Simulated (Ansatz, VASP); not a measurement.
# One calculation of HfN, two programs

INCAR

```
SYSTEM = HfN
PREC = Accurate ; ENCUT = 520
EDIFF = 1E-7 ; ISMEAR = 0
SIGMA = 0.15 ; LREAL = .False.
LASPH = .True. ; NELM = 100
ALGO = Normal ; ISIF = 2
LWAVE = .False. ; LCHARG = .False.
GGA = PE ; NBANDS = 14
```

KPOINTS

```
regular mesh
0
Gamma
  16 16 16
  0 0 0
```

File POSCAR:

```
HfN
1.0
    0.0000000000      2.2738140414      2.2738140414
    2.2738140414      0.0000000000      2.2738140414
    2.2738140414      2.2738140414      0.0000000000
Hf N
1 1
Direct
   -0.0006695498      0.0020086494      0.0006695498
    0.5085319202      0.4744042393      0.4914680798
```

Input for Ansatz:

```yaml
crystal:
  lattice:
    - [0.0, 2.2738140414, 2.2738140414]
    - [2.2738140414, 0.0, 2.2738140414]
    - [2.2738140414, 2.2738140414, 0.0]
  atoms:
    - { symbol: Hf, position: [-0.0006695498, 0.0020086494, 0.0006695498] }
    - { symbol: "N", position: [0.5085319202, 0.4744042393, 0.4914680798] }
basis:
  ecutwfc: 520.0
kpoints:
  mp_grid: { grid: [16, 16, 16] }
hamiltonian:
  xc: pbe
  pseudopotentials: { kind: paw, azcp: { folder: soft_1 } }
scf:
  occupations: { method: gaussian, width: 0.15 }
output:
  forces: true
  stress: true
  eigenvalues: true
```

Change from the starting cell: mode 4 frozen in at -0.078 Å and mode 6 at -0.039 Å (largest displacements).

Alike in both runs: task single point; functional PBE; k mesh 16 × 16 × 16; occupations gaussian, width 0.15 eV; no spin polarisation.

|  | VASP | Ansatz |
| --- | --- | --- |
| version | VASP 6.6.1 | Ansatz 0.2.0 |
| potentials or method | VASP PAW PBE potentials, release 64 (Hf_pv, N) | scalar-relativistic, plane waves, PAW |
| plane-wave cutoff (eV) | 520 | 520 |
| valence electrons in the cell | 15 | 31 |

VASP gave:

- gap on the k mesh at the Fermi level (eV): none
- pressure (GPa): -1.2
- largest component of the traceless stress (GPa): 1.48
- rms of the force components (eV/Å): 0.590

Problem. Which values does Ansatz return?

Solution. gap on the k mesh at the Fermi level (eV): none; pressure (GPa): 1.1; largest component of the traceless stress (GPa): 1.50; rms of the force components (eV/Å): 0.591.

Atom by atom the forces differ by 0.001 eV/Å (rms over components). A gap of «none» marks a metal or a gap that the smearing closes. With one functional, cell and mesh, what is left measures potentials, basis and numerics. The two sets of potentials don't hold the same shells in valence.

Caveats: forces of over 1 eV/Å show positions far from the minimum, so gaps and moduli don't describe the material at rest. The runs have no spin-orbit coupling, so splittings on Hf are missing.
